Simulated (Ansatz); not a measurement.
Here is an Ansatz 0.2.0 calculation.

File input.yaml:

```yaml
crystal:
  lattice:
    - [2.908394, 0.0, 0.0]
    - [0.0, 2.908394, 0.0]
    - [0.0, 0.0, 4.103427]
  atoms:
    - { symbol: Si, position: [0.5, 0.5, 0.5] }
    - { symbol: Mg, position: [0.0, 0.0, 0.0] }
hamiltonian:
  xc: r2scan
  pseudopotentials: { kind: paw }
kpoints:
  mp_grid: { grid: [9, 9, 7] }
scf:
  occupations: { method: fermi_dirac, width: 0.05 }
output:
  forces: true
  stress: true
  eigenvalues: true
  write_density: true
  write_potential: true
  elf: true
  volumetric_format: npy
relax:
  f_tol: 0.01
  max_steps: 40
  cell: { stress_tol: 0.05 }
```

Potentials or basis: Ansatz PAW.

The run is started by

```sh
$ ansatz run input.yaml --threads 2 --pin off --max-ram 5632MiB --backend cpu --events-out ev --progress --plain --runs-dir out
```

(1) Predict the relaxed cell.

(2) Predict the space group after relaxing (to 0.05 Å).

(3) What does it give for the relaxed volume?

(4) What does it give for the band gap on the k mesh?

Results:

(1) a = 2.979 Å, b = 2.979 Å, c = 3.898 Å, α = 90.00°, β = 90.00°, γ = 90.00°.

(2) P4/mmm (No. 123).

(3) 17.29 Å³/atom.

(4) none (metal or under the smearing width).

Caveat: the PAW data sets come from PBE, with cores solved anew for the run's functional, which leaves a small shift of forces and pressure.
